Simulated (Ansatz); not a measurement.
The following input was run with Ansatz 0.2.0.

```yaml
crystal:
  lattice:
    - [-3.3313635808, 3.3313635808, 2.0411506461]
    - [3.3313635808, -3.3313635808, 2.0411506461]
    - [3.3313635808, 3.3313635808, -2.0411506461]
  atoms:
    - { symbol: Si, position: [0.1783379654, 0.2013496824, 0.3796876478] }
    - { symbol: Si, position: [0.8216620346, 0.7986503176, 0.6203123522] }
    - { symbol: Si, position: [0.2013496824, 0.8216620346, 0.0230117171] }
    - { symbol: Si, position: [0.7986503176, 0.1783379654, -0.0230117171] }
basis:
  ecutwfc: 420
kpoints:
  mp_grid: { grid: [10, 10, 10] }
hamiltonian:
  xc: pbe
scf:
  occupations: { method: gaussian, width: 0.05 }
output:
  forces: true
  stress: true
  eigenvalues: true
```

Launched with
```bash
ansatz run input.yaml --threads 1 --pin off --max-ram 1331MiB --backend cpu --events-out ev --progress --plain --runs-dir out
```

Level of theory: DFT PBE, scalar-relativistic, plane waves, PAW (Ansatz 0.2.0).

Part of what the program printed, abridged:

```
Pseudopotentials: kind: paw
Pseudopotential: Si, paw, valence charge 4, recommended cutoff 420 eV (normal)
Functional definition: PBE
Crystal: 4 atoms, lattice volume = 90.611 Å³
Basis set: ecut = 420 eV, 1767 PW (Γ), exchange–correlation on 72×72×72 points (8 copies of the dense FFT grid, shifted against one another)
Bands: 12, of which v1, the nominal top of the filled ones, is band 8 counted from 1 (7 counted from 0)
Symmetry: 8 space group operations
Space group: I4/m (ITA 87), of the structure as read, at distance tolerance 4.5e-5 Å
k-points: 144 of 1000
Initial density: superposition of atomic densities (neutral atoms: chi_scale 0, normalization atom), corrected by the library's trained network
Initial wavefunctions: pseudopotential atomic-orbital guess
Functional: x = pbe(κ = 0.804, μ = 0.21951497), c = pbe(β = 0.06672455)
SCF iter   1: F=—  HF=-2542.288528 eV  |F-HF|=—  |Δ(HF+E_count)|=         —  Δρ=1.11e-3  dr2=6.47e-4  ethr=1.77e-3  ⟨swp⟩=6.2  Hψ=12777  notcnv=0
SCF iter   2: F=—  HF=-2542.289966 eV  |F-HF|=—  |Δ(HF+E_count)|=   1.44e-3  Δρ=5.49e-4  dr2=1.51e-4  ethr=4.04e-6  ⟨swp⟩=2.0  Hψ=4004  notcnv=0
SCF iter   3: F=—  HF=-2542.290379 eV  |F-HF|=—  |Δ(HF+E_count)|=   4.13e-4  Δρ=1.23e-4  dr2=2.12e-5  ethr=9.46e-7  ⟨swp⟩=2.0  Hψ=2884  notcnv=0
SCF iter   4: F=—  HF=-2542.290380 eV  |F-HF|=—  |Δ(HF+E_count)|=   1.36e-6  Δρ=3.60e-5  dr2=9.79e-7  ethr=1.32e-7  ⟨swp⟩=2.5  Hψ=2844  notcnv=0
SCF iter   5: F=-2542.290381 eV  HF=-2542.290381 eV  |F-HF|=1.76e-8  |Δ(HF+E_count)|=   8.61e-7  Δρ=6.18e-6  dr2=4.59e-8  ethr=6.12e-9  ⟨swp⟩=2.0  Hψ=2869  notcnv=0
SCF iter   6: F=-2542.290381 eV  HF=-2542.290381 eV  |F-HF|=2.64e-9  |Δ(HF+E_count)|=   3.35e-8  Δρ=1.53e-6  dr2=1.55e-9  ethr=2.87e-10  ⟨swp⟩=2.6  Hψ=6485  notcnv=0
SCF 1 converged in 6 iterations: F = -2542.290381 eV  dr2 = 1.55e-9
SCF converged after 6 iterations
Free energy (F): -2542.290381 eV
Harris-Foulkes:  -2542.290381 eV  (|F-HF|=2.64e-9)
Internal energy: -2542.289557 eV  (E = F + TS)
E sigma→0 (E₀):  -2542.289969 eV
Entropy (-TS):   -0.000824 eV (-0.206 meV/atom)
Fermi energy:    5.355479 eV
--- Per-component energies (eV) ---
  E_band       = 3.761599
  E_kinetic    = 155.392403
  E_local      = -135.569836  (includes V_loc(G=0)·N_el)
  E_nonlocal   = 102.166565
  E_hartree    = 37.115801
  E_xc         = -217.978152
  E_vxc        = -183.262998  (∫ρ·V_xc dr)
  E_paw        = -2050.312777  (= ΣΔE_a)
  E_vpaw       = -9.195929  (= ΣTr[D̂ρ^β])
  E_aug_tail   = 0.000025  (compensation charges beyond the density's cutoff)
  E_ewald      = -433.103586
  E_smearing   = -0.000824  (= −TS)
--- Forces (eV/Å), atoms counted from 1 ---
  atom   1  Si    -1.46167061    -0.96598119     0.00000000
  atom   2  Si     1.46167061     0.96598119     0.00000000
  atom   3  Si     0.96598119    -1.46167061     0.00000000
  atom   4  Si    -0.96598119     1.46167061     0.00000000
--- Stress (GPa, compression-positive) ---
       -5.314820       0.000000       0.000000
        0.000000      -5.314820       0.000000
        0.000000       0.000000      -3.268408
  P = ⅓ Tr σ = -4.6327 GPa (-46.327 kbar)
--- Band table (eV; the first three rows and the last of 144) ---
  k-point 0: bands = ["-6.3187", "-2.6239", "0.2470", "0.2470", "2.5549", "3.0184", "3.0184", "5.2015", "5.9988", "5.9988", "7.1263", "7.2070"]
  k-point 1: bands = ["-6.2644", "-2.8003", "0.2676", "0.2909", "2.7605", "2.9816", "3.0052", "4.7395", "5.8787", "6.2900", "7.0060", "7.2702"]
  k-point 2: bands = ["-6.1033", "-3.2440", "0.3351", "0.4176", "2.8916", "2.9713", "3.2007", "4.0495", "5.7029", "6.3946", "6.7529", "7.6795"]
  k-point 143: bands = ["-4.4237", "-4.4237", "-2.7650", "0.4267", "1.7729", "4.1276", "4.6932", "5.8009", "5.8009", "7.2651", "8.4456", "8.8825"]
```

Self-consistency was reached.